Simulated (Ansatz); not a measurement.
SnO2:

```
CELL_PARAMETERS angstrom
-3.24890 3.41447 3.41402
3.24890 -3.41447 3.41402
3.24890 3.41447 -3.41402
ATOMIC_POSITIONS crystal
Sn 0.50000 0.00000 0.00000
Sn 0.50000 0.50000 0.50000
Sn 0.00360 0.75360 0.25000
Sn 0.99640 0.24640 0.75000
O 0.80650 0.80377 0.49728
O 0.80650 0.30922 0.00272
O 0.30244 0.24594 0.05649
O 0.68944 0.24594 0.44350
O 0.31056 0.75406 0.55649
O 0.19350 0.69078 0.99728
O 0.69756 0.75406 0.94351
O 0.19350 0.19623 0.50272
```

The cell is a database's computed one.

Base run:

```yaml
Program: Ansatz 0.2.0
Functional: revPBE
Potentials_or_basis: Ansatz PAW
Cutoff: 420 eV
Density_cutoff: 1680 eV
k_mesh: 5 × 5 × 5
Occupations: fermi-dirac, width 0.05 eV
Spin: no spin polarisation
```

Its results: band gap on the k mesh 0.69 eV; pressure 2.0 GPa; largest force 0.057 eV/Å.

**Question.** The run is repeated on the same cell with these changes: functional from revPBE to PBEsol. What comes out?

**Answer.** Band gap on the k mesh 0.53 eV; pressure -6.6 GPa; largest force 0.098 eV/Å.

PBEsol binds more tightly than revPBE, so the same cell stands under less pressure.

Caveats: spin-orbit coupling is left out, which moves the levels of the heavy elements; the PAW data sets come from PBE, with cores solved anew for the run's functional, which leaves a small shift of forces and pressure; the potentials were made for another functional, which shifts forces and pressure (some runs).

Not every run made on this cell is shown here.
